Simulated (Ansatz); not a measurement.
**Computed properties of KCl (zincblende)**

All numbers come from the PAW code Ansatz. Note: simulated data, non-magnetic, for a generated structure that need not be the stable one.

Zincblende KCl, relaxed with r2SCAN. The symmetry is F-43m (No. 216, cubic); conventional cell a = 7.015 Å, 43.14 Å³ an atom. K is surrounded by 4 Cl at 3.04 Å; Cl is surrounded by 4 K at 3.04 Å.

```cif
data_structure
_symmetry_space_group_name_H-M 'F-43m'
_symmetry_Int_Tables_number 216
_cell_length_a 7.0146
_cell_length_b 7.0146
_cell_length_c 7.0146
_cell_angle_alpha 90.000
_cell_angle_beta 90.000
_cell_angle_gamma 90.000
_cell_volume 345.15
loop_
_atom_site_label
_atom_site_type_symbol
_atom_site_symmetry_multiplicity
_atom_site_Wyckoff_symbol
_atom_site_fract_x
_atom_site_fract_y
_atom_site_fract_z
_atom_site_occupancy
K1 K 4 a 0.00000 0.00000 0.00000 1
Cl1 Cl 4 d 0.25000 0.25000 0.75000 1
```

Relaxed lattice by functional, symmetry kept:

| functional | k mesh | a (Å) | volume (Å³/atom) |
| --- | --- | --- | --- |
| PBE | 6×6×6 | 7.067 | 44.13 |
| r2SCAN | 6×6×6 | 7.015 | 43.14 |
| PBEsol | 6×6×6 | 6.947 | 41.90 |
| LDA | 6×6×6 | 6.786 | 39.06 |
| HSE06 | 4×4×4 | 7.043 | 43.67 |

On this one geometry the levels give:

| level | k mesh | gap (eV) | kind | edges | least direct gap (eV) | rough cost |
| --- | --- | --- | --- | --- | --- | --- |
| LDA | 6×6×6 | 4.46 | indirect | X → Γ | 4.51 | 2.7 core-seconds |
| r2SCAN | 6×6×6 | 5.35 | indirect | X → Γ | 5.39 | 7 core-seconds |
| r2SCANh | 4×4×4 | 6.03 | indirect | X–U (0.67) → Γ | 6.07 | 70 core-seconds |
| HSE06 | 4×4×4 | 6.02 | indirect | U → Γ | 6.06 | 50 core-seconds |
| DDH-PBE0 | 4×4×4 | 8.99 | indirect | U → Γ | 9.03 | 70 core-seconds |
| PBE0 | 4×4×4 | 6.77 | indirect | U → Γ | 6.81 | 50 core-seconds |
| Hartree-Fock | 4×4×4 | 12.34 | indirect | U → Γ | 12.37 | 60 core-seconds |

Wave cutoffs: 420 eV, 500 eV (r2SCAN, r2SCANh).
Points off the special ones are mesh points or PBE's searched band edges, reused at the other levels. PBE's own run along the path (4.78 eV) came before the search for the edges and missed one, so it isn't listed.
Costs come from shared machines and give only the order. The runs had 2 threads of Arm Neoverse V1, on a shared host.

HSE06 gives an indirect gap of 6.02 eV, from U to Γ; the least direct gap is 6.06 eV at Γ.

Direct and least gap lie within 0.04 eV at some levels, so the kind of gap isn't settled.

On the PBEsol cell (a = 6.947 Å), with PBEsol: The optical mode at Γ lies at 151 cm⁻¹ without the longitudinal term. With the long-range field the highest mode reaches 201 cm⁻¹. The electronic dielectric tensor ε∞ is 1.95 in all directions. With the ions relaxed, ε⁰ is 3.5 in all directions. Born charges, averaged over directions: K +1.04, Cl -1.04 e.

The meshes of the hybrids are coarse, so their gaps aren't converged to the digits shown.
